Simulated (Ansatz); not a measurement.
System: α-phase Li3N. Method: HSE06 (plane waves, PAW; Ansatz, a program for electronic structure).

Settings: plane-wave cutoff 500 eV, 12×12×6 k mesh (along the axes of the cell as run), gaussian smearing 0.02 eV, scalar-relativistic PAW data made under PBE.

Cell (relaxed at this level):

```
CELL_PARAMETERS angstrom
      1.79731    -3.11303     0.00000
      1.79731     3.11303     0.00000
      0.00000     0.00000     3.83937
ATOMIC_POSITIONS crystal
  Li 0.33333 0.66667 0.00000
  Li 0.66667 0.33333 0.00000
  Li 0.00000 0.00000 0.50000
  N  0.00000 0.00000 0.00000
```

**Question.** What does this level give for the band gap?

**Answer.** 
- band gap: 2.04 eV (on the SCF k mesh)

Measured, for comparison: band gap 2.15 eV (4 K, zero-point motion not removed, indirect, optical absorption, E parallel c; as tabulated in Brendecke and Bludau (1979), doi:10.1063/1.326533).

Static lattice: no zero-point or thermal effects.

It cost roughly 11 core-minutes of CPU time.
